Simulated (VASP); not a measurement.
# FeO (Wuestite) (Fm-3m) in VASP: further runs

Runs on FeO (Wuestite). Level: LDA. Tasks: single point.

All numbers are computed with VASP 6.6.1; they aren't measurements. Logs are shortened: lines on timing, memory, paths and dates and some standing lists are left out, and cuts for length are marked.

## (1) The structure

Symmetry: Fm-3m, No. 225, cubic system. The conventional cell has a = 4.311 Å, b = 4.311 Å, c = 4.311 Å, α = 90.00°, β = 90.00°, γ = 90.00°. Fe (site symmetry m-3m) has 6 O at 2.16 Å as nearest neighbours. O (site symmetry m-3m) has 6 Fe at 2.16 Å as nearest neighbours.

## (2) Single point, LDA, collinear spin, ferromagnetic start

INCAR

```
PREC     = Accurate       # precision mode
ENCUT    = 450            # plane-wave cutoff, eV
EDIFF    = 0.01           # SCF threshold, eV
ISMEAR   = 0              # smearing method
SIGMA    = 0.05           # smearing width, eV
LREAL    = False          # projectors in reciprocal space
LASPH    = True           # aspherical terms in the spheres
NELM     = 100            # most SCF steps
ALGO     = Normal         # electronic algorithm
ISIF     = 2              # what is computed and relaxed
LWAVE    = False          # write WAVECAR
LCHARG   = False          # write CHGCAR
ISPIN    = 2              # spin polarisation
MAGMOM   = 3 0            # initial moments
LORBIT   = 11             # projections on sites
LMAXMIX  = 4              # l up to which the mixer works
NBANDS   = 18             # bands
ADDGRID  = False
```

KPOINTS

```
Automatic mesh
0
Gamma
  6 6 6
```

POSCAR

```
FeO
1.0
    0.0000000000      2.1554000000      2.1554000000
    2.1554000000      0.0000000000      2.1554000000
    2.1554000000      2.1554000000      0.0000000000
Fe O
1 1
Direct
    0.0000000000      0.0000000000      0.0000000000
    0.5000000000      0.5000000000      0.5000000000
```

Potentials or basis: VASP PAW LDA potentials, release 64 (Fe, O).

Started as:

```console
cat potpaw_LDA.64/Fe/POTCAR potpaw_LDA.64/O/POTCAR > POTCAR
mpirun -np 1 vasp_std > vasp.out
```

OUTCAR:

```text
PREC = Accurate
   ENCUT = 450
   EDIFF = 0.01
   ISMEAR = 0
   LREAL = False
   LASPH = True
   NELM = 100
   ISIF = 2
   ISPIN = 2
   LORBIT = 11

 Found     16 irreducible k-points:

 Following reciprocal coordinates:
            Coordinates               Weight
  0.000000  0.000000  0.000000      1.000000
  0.166667  0.000000  0.000000      8.000000
  0.333333  0.000000  0.000000      8.000000
  0.500000  0.000000  0.000000      4.000000
  0.166667  0.166667  0.000000      6.000000
  0.333333  0.166667  0.000000     24.000000
   k-points           NKPTS =     16   k-points in BZ     NKDIM =     16   number of bands    NBANDS=     18
   number of dos      NEDOS =    301   number of ions     NIONS =      2
   total plane-waves  NPLWV =  13824
   dimension x,y,z NGX =    24 NGY =   24 NGZ =   24
   dimension x,y,z NGXF=    48 NGYF=   48 NGZF=   48
   ions per type =               1   1
   NGX,Y,Z   is equivalent  to a cutoff of  13.09, 13.09, 13.09 a.u.
   NGXF,Y,Z  is equivalent  to a cutoff of  26.18, 26.18, 26.18 a.u.
 SYSTEM =  unknown system
   PREC   = accura    normal or accurate (medium, high low for compatibility)
   ISTART =      0    job   : 0-new  1-cont  2-samecut
   ICHARG =      2    charge: 1-file 2-atom 10-const
   ISPIN  =      2    spin polarized calculation?
   LNONCOLLINEAR =      F non collinear calculations
   LSORBIT =      F    spin-orbit coupling
   LASPH  =      T    aspherical Exc in radial PAW
   ENCUT  =  450.0 eV  33.07 Ry    5.75 a.u.   5.27  5.27  5.27*2*pi/ulx,y,z
   NELM   =    100;   NELMIN=  2; NELMDL= -5     # of ELM steps
   EDIFF  = 0.1E-01   stopping-criterion for ELM
   LREAL  =      F    real-space projection
   EDIFFG = 0.1E+00   stopping-criterion for IOM
   NSW    =      0    number of steps for IOM
   IBRION =     -1    ionic relax: 0-MD 1-quasi-New 2-CG
   NFREE  =      0    steps in history (QN), initial steepest desc. (CG)
   ISIF   =      2    stress and relaxation
   ISYM   =      2    0-nonsym 1-usesym 2-fastsym
   POTIM  = 0.5000    time-step for ionic-motion
   TEBEG  =    0.0;   TEEND  =   0.0 temperature during run
   PSTRESS=    0.0 pullay stress
   NELECT =      14.0000    total number of electrons
   NUPDOWN=      -1.0000    fix difference up-down
   EMIN   =  10.00;   EMAX   =-10.00  energy-range for DOS
   EFERMI =   0.00;   METHOD = LEGACY
   ISMEAR =     0;   SIGMA  =   0.05  broadening in eV -4-tet -1-fermi 0-gaus
   EFERMI_NEDOS =   21; number of points for ismear=-14 and -15
   IALGO  =     38    algorithm
   IMIX   =      4    mixing-type and parameters
     AMIX     =   0.40;   BMIX     =  1.00
     AMIX_MAG =   1.60;   BMIX_MAG =  1.00
  volume/ion in A,a.u.               =      10.01        67.57
  Fermi-wavevector in a.u.,A,eV,Ry     =   1.452935  2.745650 28.722187  2.111021
  Thomas-Fermi vector in A             =   2.570260
   LORBIT       =     11    0 simple, 1 ext, 2 COOP (PROOUT), +10 PAW based schemes
   GGA     = CA    functional components
   LHFCALC =     F    Hartree Fock is set to
   AEXX    =    0.0000 exact exchange contribution
   IVDW    =     0    specifies the selected vdW correction
   LEPSILON=     F    determine dielectric tensor
   LRPA    =     F    only Hartree local field effects (RPA)
 spin polarized calculation
 Gauss-broadening in eV      SIGMA  =   0.05
  energy-cutoff  :      450.00
  volume of cell :       20.03
 maximum number of plane-waves:       444
 NGX is ok and might be reduce to    24
   NGX = 11   NGY = 11   NGZ = 11

 number of electron      13.9999999 magnetization       3.9459705

 Free energy of the ion-electron system (eV)
  ---------------------------------------------------
  ext. energy  EPLUGINS =         0.00000000
  ---------------------------------------------------
  free energy    TOTEN  =       -16.39377560 eV

  energy without entropy =      -16.39116921  energy(sigma->0) =      -16.39247241

 E-fermi :   5.7763     XC(G=0): -12.6250

 val. band max:        5.7602168184   @ k =   0.1667   0.1667   0.0000
 cond. band min:       5.8405721564   @ k =  -0.3333   0.3333   0.1667
 fundamental gap:      0.0803553380
 Fermi energy:         5.7763165459

 spin component 1

 k-point     1 :       0.0000    0.0000    0.0000
  band No.  band energies     occupation
      1     -14.5319      1.00000
      2       2.1040      1.00000
      3       2.1040      1.00000
      4       2.1040      1.00000
      5       2.1977      1.00000
      6       2.1977      1.00000
      7       2.1977      1.00000
      8       2.4699      1.00000
      9       2.4699      1.00000
     10       6.0651      0.00000
     11      21.2162      0.00000
     12      22.8217      0.00000
     13      22.8217      0.00000
     14      22.8217      0.00000
     15      26.4098      0.00000
     16      26.4098      0.00000
     17      26.4098      0.00000
     18      29.5196      0.00000

 k-point     2 :       0.1667    0.0000    0.0000
  band No.  band energies     occupation
      1     -14.2596      1.00000
      2       0.1854      1.00000
      3       0.7540      1.00000
      4       0.7540      1.00000
      5       2.4199      1.00000
      6       2.4199      1.00000
      7       2.7390      1.00000
      8       3.9122      1.00000
      9       3.9124      1.00000
     10       7.5971      0.00000
     11      18.1237      0.00000
     12      21.7515      0.00000
     13      21.7515      0.00000
     14      23.8627      0.00000
     15      25.4897      0.00000
     16      25.4897      0.00000
     17      29.2825      0.00000
     18      32.6000      0.00000

 k-point     3 :       0.3333    0.0000    0.0000
  band No.  band energies     occupation
      1     -13.6474      1.00000
      2      -1.9604      1.00000
      3      -0.2824      1.00000
      4      -0.2824      1.00000
      5       2.8265      1.00000
      6       2.8265      1.00000
      7       3.2387      1.00000
      8       5.2237      1.00000
      9       5.2237      1.00000
     10       9.5008      0.00000
     11      15.1379      0.00000
     12      19.3581      0.00000
     13      19.3581      0.00000
     14      24.6274      0.00000
     15      27.0018      0.00000
     16      27.0018      0.00000
     17      31.2246      0.00000
     18      33.8749      0.00000

 k-point     4 :       0.5000    0.0000    0.0000
  band No.  band energies     occupation
      1     -13.2992      1.00000
      2      -2.8647      1.00000
      3      -0.6513      1.00000
      4      -0.6512      1.00000
      5       3.0415      1.00000
      6       3.0415      1.00000
      7       3.5790      1.00000
      8       5.7502      0.76977
      9       5.7502      0.76968
     10       9.9267      0.00000
     11      14.3267      0.00000
     12      18.3081      0.00000
     13      18.3081      0.00000
     14      25.2834      0.00000
     15      28.9522      0.00000
     16      28.9522      0.00000
     17      29.5646      0.00000
     18      31.9951      0.00000

 k-point     5 :       0.1667    0.1667    0.0000
  band No.  band energies     occupation
      1     -14.1877      1.00000
      2      -0.4471      1.00000
      3       1.2165      1.00000
      4       1.2165      1.00000
      5       1.9513      1.00000
      6       2.5688      1.00000
      7       3.1652      1.00000
      8       3.1652      1.00000
      9       3.7256      1.00000
     10       8.3003      0.00000
     11      18.6777      0.00000
     12      20.5937      0.00000
     13      21.1143      0.00000
     14      21.1143      0.00000
     15      27.3704      0.00000
     16      29.9013      0.00000
     17      29.9013      0.00000
     18      30.0486      0.00000

 k-point     6 :       0.3333    0.1667    0.0000
  band No.  band energies     occupation
      1     -13.7333      1.00000
      2      -1.5411      1.00000
      3       0.0320      1.00000
      4       0.3542      1.00000
      5       2.2255      1.00000
      6       2.9149      1.00000
      7       3.3209      1.00000
      8       4.0393      1.00000
      9       4.6489      1.00000
     10      10.0954      0.00000
     11      16.0464      0.00000
     12      17.8156      0.00000
     13      19.9832      0.00000
     14      22.5466      0.00000
     15      28.6553      0.00000
     16      29.5156      0.00000
     17      32.8116      0.00000
     18      33.7650      0.00000

 [... further k-points ...]

 spin component 2

 k-point     1 :       0.0000    0.0000    0.0000
  band No.  band energies     occupation
      1     -13.9578      1.00000
      2       2.7147      1.00000
      3       2.7147      1.00000
      4       2.7147      1.00000
      5       5.0084      1.00000
      6       5.0084      1.00000
      7       5.0084      1.00000
      8       5.7175      0.95189
      9       5.7175      0.95185
     10       6.8241      0.00000
     11      21.4439      0.00000
     12      23.8472      0.00000
     13      23.8472      0.00000
     14      23.8472      0.00000
     15      27.6665      0.00000
     16      27.6665      0.00000
     17      27.6665      0.00000
     18      30.6431      0.00000

 k-point     2 :       0.1667    0.0000    0.0000
  band No.  band energies     occupation
      1     -13.6829      1.00000
      2       1.0161      1.00000
      3       1.9867      1.00000
      4       1.9867      1.00000
      5       5.3016      1.00000
      6       5.3016      1.00000
      7       5.3035      1.00000
      8       6.5605      0.00000
      9       6.5605      0.00000
     10       8.3623      0.00000
     11      18.9680      0.00000
     12      22.7599      0.00000
     13      22.7599      0.00000
     14      24.5426      0.00000
     15      26.5983      0.00000
     16      26.5983      0.00000
     17      30.2857      0.00000
     18      33.7712      0.00000

 k-point     3 :       0.3333    0.0000    0.0000
  band No.  band energies     occupation
      1     -13.0647      1.00000
      2      -1.1768      1.00000
      3       1.0572      1.00000
      4       1.0572      1.00000
      5       5.8446      0.02677
      6       5.8446      0.02675
      7       5.8877      0.00082
      8       7.8478      0.00000
      9       7.8479      0.00000
     10      10.2206      0.00000
     11      16.0983      0.00000
     12      20.2585      0.00000
     13      20.2586      0.00000
     14      25.5303      0.00000
     15      27.9699      0.00000
     16      27.9699      0.00000
     17      31.8625      0.00000
     18      34.6733      0.00000

 k-point     4 :       0.5000    0.0000    0.0000
  band No.  band energies     occupation
      1     -12.7128      1.00000
      2      -2.1022      1.00000
      3       0.7008      1.00000
      4       0.7009      1.00000
      5       6.1326      0.00000
      6       6.1326      0.00000
      7       6.3697      0.00000
      8       8.4236      0.00000
      9       8.4236      0.00000
     10      10.4999      0.00000
     11      15.3362      0.00000
     12      19.1195      0.00000
     13      19.1195      0.00000
     14      26.3191      0.00000
     15      29.9198      0.00000
     16      29.9198      0.00000
     17      30.0828      0.00000
     18      32.6156      0.00000

 k-point     5 :       0.1667    0.1667    0.0000
  band No.  band energies     occupation
      1     -13.6090      1.00000
      2       0.5841      1.00000
      3       2.1541      1.00000
      4       2.1541      1.00000
      5       4.6454      1.00000
      6       5.7602      0.67558
      7       5.7602      0.67558
      8       5.8479      0.02149
      9       6.3854      0.00000
     10       9.2922      0.00000
     11      19.5260      0.00000
     12      21.7128      0.00000
     13      22.0742      0.00000
     14      22.0743      0.00000
     15      27.8982      0.00000
     16      31.1065      0.00000
     17      31.1065      0.00000
     18      31.1099      0.00000

 k-point     6 :       0.3333    0.1667    0.0000
  band No.  band energies     occupation
      1     -13.1465      1.00000
      2      -0.6755      1.00000
      3       1.1643      1.00000
      4       1.4825      1.00000
      5       4.8573      1.00000
      6       6.0483      0.00000
      7       6.1621      0.00000
      8       6.7550      0.00000
      9       7.2791      0.00000
     10      11.0394      0.00000
     11      17.0263      0.00000
     12      18.8175      0.00000
     13      20.8704      0.00000
     14      23.4946      0.00000
     15      29.4068      0.00000
     16      30.5322      0.00000
     17      33.5290      0.00000
     18      34.6457      0.00000

 [... further k-points ...]

------------------------ aborting loop because EDIFF is reached ----------------------------------------

  FORCE on cell =-STRESS in cart. coord.  units (eV):
  Direction    XX          YY          ZZ          XY          YZ          ZX
  --------------------------------------------------------------------------------------
  -------------------------------------------------------------------------------------
  Total       -1.8101663     -1.8101663     -1.8101663      0.0000000      0.0000000     -0.0000000
  in kB     -144.8156298   -144.8156298   -144.8156298      0.0000000      0.0000000     -0.0000000
  external PRESSURE =    -144.8156298 kB  Pullay stress =       0.0000000 kB

 VOLUME and BASIS-vectors are now :
 -----------------------------------------------------------------------------
  energy-cutoff  :      450.00
  volume of cell :       20.03
      direct lattice vectors                 reciprocal lattice vectors
     0.000000000  2.155400000  2.155400000    -0.231975503  0.231975503  0.231975503
     2.155400000  0.000000000  2.155400000     0.231975503 -0.231975503  0.231975503
     2.155400000  2.155400000  0.000000000     0.231975503  0.231975503 -0.231975503

 POSITION                                       TOTAL-FORCE (eV/Angst)
 -----------------------------------------------------------------------------------
      0.00000      0.00000      0.00000         0.000000      0.000000      0.000000
      2.15540      2.15540      2.15540         0.000000      0.000000      0.000000
 -----------------------------------------------------------------------------------
    total drift:                                0.000000     -0.000000      0.000000

  FREE ENERGIE OF THE ION-ELECTRON SYSTEM (eV)
  ---------------------------------------------------
  free  energy   TOTEN  =       -16.3937755984 eV

  energy  without entropy=      -16.3911692132  energy(sigma->0) =      -16.39247241

 total charge

# of ion       s       p       d       tot
------------------------------------------
    1        0.293   0.365   6.116   6.774
    2        1.554   3.403   0.000   4.957
--------------------------------------------------
tot          1.847   3.768   6.116  11.731

 magnetization (x)

# of ion       s       p       d       tot
------------------------------------------
    1        0.025   0.021   3.512   3.558
    2        0.030   0.287   0.000   0.317
--------------------------------------------------
tot          0.055   0.308   3.512   3.875
```

Wall time 8.4 s (1 thread of Intel Xeon Platinum 8375C at 2.90GHz (Ice Lake), shared host); peak memory 0.13 GiB.

The run converged, but some of its settings lie outside the range that counts as converged, so its numbers aren't taken as properties of the crystal.

Results:

- Free energy: -16.3938 eV
- Band gap on the k mesh: none (metal or under the smearing width)
- Net moment: 3.95 μB per cell
- Site moments: Fe +3.56; O +0.32 μB
- Valence electrons inside the program's atomic spheres: Fe 6.77; O 4.96

Caveat: the k mesh is coarse (spacing up to 0.42 Å⁻¹), so the values aren't converged; the cutoff is under 1.25 times the usual one of these potentials, so pressure, stress and relaxed cells hold a basis-set (Pulay) error; a cell with one magnetic atom can't hold antiferromagnetic order, which such compounds often take; semilocal functionals often make such compounds metallic where correlation or magnetic order opens a gap, which also shifts bond lengths.

## (3) Single point, LDA, collinear spin, ferromagnetic start

Changes to INCAR since step 2:

```diff
@@ -2,3 +2,3 @@
 ENCUT    = 450            # plane-wave cutoff, eV
-EDIFF    = 0.01           # SCF threshold, eV
+EDIFF    = 0.001          # SCF threshold, eV
 ISMEAR   = 0              # smearing method
```

KPOINTS is that of step 2.

POSCAR is that of step 2.

Potentials or basis: VASP PAW LDA potentials, release 64 (Fe, O).

Started as:

```console
cat potpaw_LDA.64/Fe/POTCAR potpaw_LDA.64/O/POTCAR > POTCAR
mpirun -np 1 vasp_std > vasp.out
```

Wall time 9.3 s (1 thread of Intel Xeon Platinum 8375C at 2.90GHz (Ice Lake), shared host); peak memory 0.13 GiB.

These settings aren't checked as converged: the numbers below hold their error.

Results:

* Free energy: -16.3949 eV
* Band gap on the k mesh: none (metal or under the smearing width)
* Net moment: 4.00 μB per cell
* Site moments: Fe +3.58; O +0.32 μB
* Valence electrons inside the program's atomic spheres: Fe 6.76; O 4.97

Caveat: the k mesh is coarse (spacing up to 0.42 Å⁻¹), so the values aren't converged; the cutoff is under 1.25 times the usual one of these potentials, so pressure, stress and relaxed cells hold a basis-set (Pulay) error; a cell with one magnetic atom can't hold antiferromagnetic order, which such compounds often take; semilocal functionals often make such compounds metallic where correlation or magnetic order opens a gap, which also shifts bond lengths.

## (4) Single point, LDA, collinear spin, ferromagnetic start

Changes to INCAR since step 3:

```diff
@@ -2,3 +2,3 @@
 ENCUT    = 450            # plane-wave cutoff, eV
-EDIFF    = 0.001          # SCF threshold, eV
+EDIFF    = 1E-4           # SCF threshold, eV
 ISMEAR   = 0              # smearing method
```

KPOINTS is that of step 3.

POSCAR is that of step 3.

Started as:

```console
cat potpaw_LDA.64/Fe/POTCAR potpaw_LDA.64/O/POTCAR > POTCAR
mpirun -np 1 vasp_std > vasp.out
```

Wall time 9.1 s (1 thread of Intel Xeon Platinum 8375C at 2.90GHz (Ice Lake), shared host); peak memory 0.13 GiB.

These settings aren't checked as converged: the numbers below hold their error.

Results:

| Quantity | Value |
| --- | --- |
| Free energy | -16.3949 eV |
| Band gap on the k mesh | none (metal or under the smearing width) |
| Net moment | 4.00 μB per cell |
| Site moments | Fe +3.58; O +0.32 μB |
| Valence electrons inside the program's atomic spheres | Fe 6.76; O 4.97 |

Caveat: the k mesh is coarse (spacing up to 0.42 Å⁻¹), so the values aren't converged; the cutoff is under 1.25 times the usual one of these potentials, so pressure, stress and relaxed cells hold a basis-set (Pulay) error; a cell with one magnetic atom can't hold antiferromagnetic order, which such compounds often take; semilocal functionals often make such compounds metallic where correlation or magnetic order opens a gap, which also shifts bond lengths.

## (5) For comparison

An earlier run on the cell as given: functional PBE; potentials or basis VASP PAW PBE potentials, release 64 (Fe, O); cutoff 520 eV; k mesh 11 × 11 × 11; occupations fermi-dirac, width 0.05 eV; collinear spin, ferromagnetic start; starting moments [3.0, 0.0] μB.

* Pressure: -0.1 GPa
* Band gap on the k mesh: none (metal or under the smearing width)
* Net moment: 4.00 μB per cell
* Site moments: Fe +3.62; O +0.30 μB
* Valence electrons inside the program's atomic spheres: Fe 6.73; O 4.99
